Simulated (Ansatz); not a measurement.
## What a change of settings does to a run on MnAs

The structure comes from a relaxation in the same program, started in the rocksalt type. Whether it is a known phase or the ground state wasn't checked. The listed cell was then made from it by scaling, straining or moving an atom.

First run: DFT, PBE, all-electron LAPW, scalar-relativistic (Ansatz 0.2.0).

Command: `ansatz run input.yaml --threads 1 --pin off --max-ram 3072MiB --backend cpu --events-out ev --progress --plain --runs-dir out` The run took about 31 s on 1 thread of a shared machine.

```yaml
crystal:
  lattice:
    - [0.0, 2.6253430898, 2.6253430898]
    - [2.6253430898, 0.0, 2.6253430898]
    - [2.6253430898, 2.6253430898, 0.0]
  atoms:
    - { symbol: Mn, position: [0.0, 0.0, 0.0], spin: 4.0 }
    - { symbol: As, position: [0.5, 0.5, 0.5] }
magnetization:
  spin_polarized: true
kpoints:
  mp_grid: { grid: [12, 12, 12] }
scf:
  occupations: { method: fermi_dirac, width: 0.08 }
hamiltonian:
  xc: pbe
  pseudopotentials: { kind: all_electron, lapw: { basis_error: 0.001 } }
output:
  forces: true
  stress: true
  eigenvalues: true
```

Result: converged; pressure -3.33 GPa; moment 3.79 μB; 12 SCF iterations.

A second run of a changed input logged this at its end:

```
Error: inconsistent input (scf.n_extra_bands): n_bands = 19 cannot host the net starting moment |Σ_I m_I| = 4.0000 μB: with N_el = 38 the majority spin channel must hold (N_el + |M|)/2 = 21.0000 electrons at no more than one per band — at least 21 bands (19 bands cap the reachable moment at 2·n_bands − N_el = 0.0000 μB); raise scf.n_extra_bands until at least 21 bands are solved (omitted, it auto-derives to 27)
```

Q: What was wrong with the input?

A: Too few bands, by this change (others could give a like log):
```diff
@@ -12,5 +12,7 @@
   mp_grid: { grid: [12, 12, 12] }
 scf:
-  occupations: { method: fermi_dirac, width: 0.08 }
+  occupations: { method: fermi_dirac, width: 0.3 }
+  n_extra_bands: 0
+  max_iter: 100
 hamiltonian:
   xc: pbe
```
